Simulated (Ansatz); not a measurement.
This Ansatz 0.2.0 run on Sb needs a look.

input.yaml

```yaml
crystal:
  lattice:
    - [3.3690001795, 0.0, 0.0]
    - [-1.6845000897, 2.9176397408, 0.0]
    - [0.0, 0.0, 28.325]
  atoms:
    - { symbol: Sb, position: [0.6666666667, 0.3333333334, 0.2647837599] }
    - { symbol: Sb, position: [0.3333333333, 0.6666666666, 0.358870256] }
    - { symbol: Sb, position: [0.6666666667, 0.3333333334, 0.452956752] }
    - { symbol: Sb, position: [0.3333333333, 0.6666666666, 0.547043248] }
    - { symbol: Sb, position: [0.6666666667, 0.3333333334, 0.641129744] }
    - { symbol: Sb, position: [0.3333333333, 0.6666666666, 0.7352162401] }
hamiltonian:
  xc: pbe
  pseudopotentials: { kind: paw }
kpoints:
  mp_grid: { grid: [9, 9, 1] }
  band_path:
    path:
      - [0.0, 0.0, 0.0]
      - [0.5, 0.0, 0.0]
      - [0.3333333333, 0.3333333333, 0.0]
      - [0.0, 0.0, 0.0]
    npoints: 14
scf:
  occupations: { method: fermi_dirac, width: 0.3 }
  n_extra_bands: 0
  max_iter: 75
output:
  forces: true
  eigenvalues: true
  fatbands: false
efield:
  axis: 3
  dipole_correction: true
  ramp_width: 0.04
```

Potentials or basis: Ansatz PAW.

The run is started by

```sh
$ ansatz run input.yaml --threads 4 --pin off --max-ram 11264MiB --backend cpu --events-out ev --progress --plain --runs-dir out
```

Output:

```text
Error: inconsistent input (scf.n_extra_bands, scf.occupations.method): n_bands = 45 leaves no empty band above the 45 bands per channel that the deck's 90 electrons occupy, and the occupations search for the Fermi level (a smearing at a finite width, or tetrahedra): a level found among occupied bands alone can fill a metal as an insulator; raise scf.n_extra_bands until at least 46 bands are solved (omitted, it auto-derives to 61) (see scf.n_extra_bands in the input reference)
```

Q: Diagnose the run.

A: The input was rejected before any iteration. The input holds a flaw that was put in on purpose: too few bands (scf.n_extra_bands = 0; scf.occupations = method fermi_dirac, width 0.3).

A sound run on the same cell differs in these lines of the main input:
```diff
@@ -26,3 +26,2 @@
-  occupations: { method: fermi_dirac, width: 0.3 }
-  n_extra_bands: 0
-  max_iter: 75
+  occupations: { method: fermi_dirac, width: 0.05 }
+  n_extra_bands: 15
@@ -32 +31 @@
-  fatbands: false
+  fatbands: true
```
